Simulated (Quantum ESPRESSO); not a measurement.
A run of Quantum ESPRESSO 7.5 is set up as follows.

File pw.in:

```
&CONTROL
  calculation = 'scf'
  prefix = 'pwscf'
  outdir = './tmp'
  pseudo_dir = './pseudo'
  tprnfor = .true.
  tstress = .true.
  disk_io = 'low'
/
&SYSTEM
  ibrav = 0
  celldm(1) = 8
  nat = 3
  ntyp = 2
  ecutwfc = 45
  ecutrho = 360
  nbnd = 25
  occupations = 'smearing'
  smearing = 'fd'
  degauss = 0.00367493
/
&ELECTRONS
  conv_thr = 6d-10
  electron_maxstep = 120
  mixing_beta = 0.3
/
ATOMIC_SPECIES
Ti    47.8670 ti_pbesol_v1.4.uspp.F.UPF
O     15.9990 o_pbesol_v1.2.uspp.F.UPF
CELL_PARAMETERS alat
  0.6896083060291   0.0000000000000   0.0000000000000
 -0.3448041530145   0.5972183116800   0.0000000000000
  0.0000000000000   0.0000000000000   1.1132849031702
ATOMIC_POSITIONS crystal
Ti     0.3333333333    0.6666666667    0.7212600000
Ti     0.6666666667    0.3333333333    0.2787400000
O      0.0000000000    0.0000000000    0.0000000000
K_POINTS automatic
10 10 6 0 0 0
HUBBARD {ortho-atomic}
U Ti-3d 4.0
```

pp_density.in

```
&INPUTPP
  prefix = 'pwscf'
  outdir = './tmp'
  filplot = 'density.dat'
  plot_num = 0
/
&PLOT
  nfile = 1
  filepp(1) = 'density.dat'
  iflag = 3
  output_format = 6
  fileout = 'density.cube'
/
```

The input pp_potential.in:

```
&INPUTPP
  prefix = 'pwscf'
  outdir = './tmp'
  filplot = 'potential.dat'
  plot_num = 11
/
&PLOT
  nfile = 1
  filepp(1) = 'potential.dat'
  iflag = 3
  output_format = 6
  fileout = 'potential.cube'
/
```

Potentials or basis: GBRV 1.5 PBEsol.

Command:

```console
$ OMP_NUM_THREADS=1 mpirun -n 2 pw.x -nk 2 -in pw.in > pw.out
$ OMP_NUM_THREADS=1 mpirun -n 1 pp.x -in pp_density.in > pp_density.out
$ OMP_NUM_THREADS=1 mpirun -n 1 pp.x -in pp_potential.in > pp_potential.out
```

What does it give for the largest force?

1.197 eV/Å.

What does it give for the pressure?

11.2 GPa.

Predict the band gap on the k mesh.

none (metal or under the smearing width).

Stress tensor (GPa, compression positive):
```
 8.72  0.00  0.00
 0.00  8.72  0.00
 0.00  0.00 16.15
```

Caveat: U without spin polarisation on a metal has little footing; forces of over 1 eV/Å show positions far from the minimum, so gaps and moduli don't describe the material at rest.
